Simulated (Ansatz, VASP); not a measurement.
# PbSe in VASP and in Ansatz

Contents of INCAR:

```
PREC = Accurate
ENCUT = 520
EDIFF = 1E-7
ISMEAR = 0
SIGMA = 0.15
LREAL = False
LASPH = True
NELM = 80
ALGO = Normal
ISIF = 2
LWAVE = False
LCHARG = False
GGA = PE
IVDW = 12
NBANDS = 17
```

File KPOINTS:

```
Automatic mesh
0
Gamma
  14 14 14
```

The input POSCAR:

```
PbSe
1.0
    4.0048244825      1.0012061206      1.0012061206
    1.0012061206      4.0048244825      1.0012061206
    1.0012061206      1.0012061206      4.0048244825
Pb Se
1 1
Direct
    0.0000000000      0.0000000000      0.0000000000
    0.5000000000      0.5000000000      0.5000000000
```

Input for Ansatz:

```yaml
crystal:
  lattice:
    - [4.0048244825, 1.0012061206, 1.0012061206]
    - [1.0012061206, 4.0048244825, 1.0012061206]
    - [1.0012061206, 1.0012061206, 4.0048244825]
  atoms:
    - { symbol: Pb, position: [0.0, 0.0, 0.0] }
    - { symbol: Se, position: [0.5, 0.5, 0.5] }
basis:
  ecutwfc: 420
kpoints:
  mp_grid: { grid: [14, 14, 14] }
hamiltonian:
  xc: pbe
  dispersion: d3bj
scf:
  occupations: { method: gaussian, width: 0.15 }
output:
  forces: true
  stress: true
  eigenvalues: true
```

Alike in both runs: task single point; functional PBE; dispersion D3(BJ); k mesh 14 × 14 × 14; occupations gaussian, width 0.15 eV; no spin polarisation.

```csv
,VASP,Ansatz
version,VASP 6.6.1,Ansatz 0.2.0
potentials or method,"VASP PAW PBE potentials, release 64 (Pb_d, Se)","scalar-relativistic, plane waves, PAW"
plane-wave cutoff (eV),520,420
valence electrons in the cell,20,30
```

VASP gave:

- gap on the k mesh at the Fermi level (eV): 0.09
- least direct gap on the mesh (eV): 0.09
- pressure (GPa): 3.7

Problem. Estimate Ansatz's values.

Solution. gap on the k mesh at the Fermi level (eV): 0.08; least direct gap on the mesh (eV): 0.08; pressure (GPa): 3.7.

The two sets of potentials don't hold the same shells in valence.

Caveats: spin-orbit coupling is left out, which as a rule narrows the gap of such compounds by several tenths of an eV.
